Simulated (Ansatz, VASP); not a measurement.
## Ti: VASP beside Ansatz

```xyz
1
Lattice="0.0000 2.0909 2.0604 2.0909 0.0000 2.0604 2.0909 2.0909 0.0000" Properties=species:S:1:pos:R:3 pbc="T T T"
Ti    0.0000    0.0000    0.0000
```

Change from the starting cell: strain +0.030 along x and y, +0.015 along z, atoms carried along.

Alike in both runs: task single point; functional PBEsol; k mesh 20 × 20 × 20; occupations gaussian, width 0.15 eV; no spin polarisation.

|  | VASP | Ansatz |
| --- | --- | --- |
| version | VASP 6.6.1 | Ansatz 0.2.0 |
| potentials or method | VASP PAW PBE potentials, release 64 (Ti_sv) | scalar-relativistic, plane waves, PAW |
| plane-wave cutoff (eV) | 520 | 420 |
| valence electrons in the cell | 12 | 12 |

```tsv
	VASP	Ansatz	Ansatz less VASP
gap on the k mesh at the Fermi level (eV)	none	none	-
pressure (GPa)	-7.8	-7.7	+0.14
largest component of the traceless stress (GPa)	0.34	0.34	-0.002
```

A gap of «none» marks a metal or a gap that the smearing closes. The functional is the same, so the differences come from potentials, cutoffs and numerics.

Caveats: the PAW data sets were made with another functional, which shifts forces and pressure a little (VASP).
